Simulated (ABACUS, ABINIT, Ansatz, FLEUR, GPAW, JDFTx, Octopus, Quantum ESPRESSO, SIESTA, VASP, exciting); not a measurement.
## One calculation of SiC, 12 ways

```
CELL_PARAMETERS angstrom
0.00000 2.17900 2.17900
2.17900 0.00000 2.17900
2.17900 2.17900 0.00000
ATOMIC_POSITIONS crystal
Si 0.00000 0.00000 0.00000
C 0.75000 0.75000 0.75000
```

Alike in all runs: task single point; functional PBE; k mesh 10 × 10 × 10; occupations fermi-dirac, width 0.05 eV; no spin polarisation; no spin-orbit coupling. Pressure is positive in compression and, in plane waves, holds the error of the finite cutoff, which Ansatz's Pulay term estimates and takes out.

```tsv
program and potentials	plane-wave cutoff (eV)	notes	band gap (eV)	pressure (GPa)
Ansatz, Ansatz PAW	420	Pulay term of +0.29 GPa included	1.36	3.27
JDFTx, PseudoDojo-SR-PBE-0.5-standard	1116	-	1.36	3.22
Octopus, pseudodojo_pbe (PseudoDojo 0.5, PBE)	-	-	1.36	-
FLEUR, all-electron, FLAPW	-	-	1.36	-
ABINIT, JTH PAW PBE v2.0	517	-	1.36	2.71
Ansatz, all-electron LAPW, scalar-relativistic	-	-	?	?
VASP, PBE PAW files C, Si, 520 eV	520	-	1.36	3.21
exciting, all-electron LAPW+lo, shipped species files, valence relativity iora*	-	-	1.36	-
GPAW, GPAW PAW data sets (gpaw-data 1.2.1)	800	-	1.35	4.51
SIESTA, files PseudoDojo sr-pbe-0.4.1-standard, DZP (energy shift 0.002 Ry)	-	atomic basis	1.35	6.64
Quantum ESPRESSO, SSSP 1.3 efficiency PBE	748	-	1.36	3.46
ABACUS, PseudoDojo NC SR 0.4.1 PBE standard, plane waves	1116	-	1.36	3.21
```

Q: Estimate from the other rows what the run with Ansatz, all-electron LAPW, scalar-relativistic gave.

A: Band gap 1.36 eV; pressure 3.28 GPa. The other rows, which needn't bracket it: band gap 1.35 to 1.36; pressure 2.71 to 6.64.
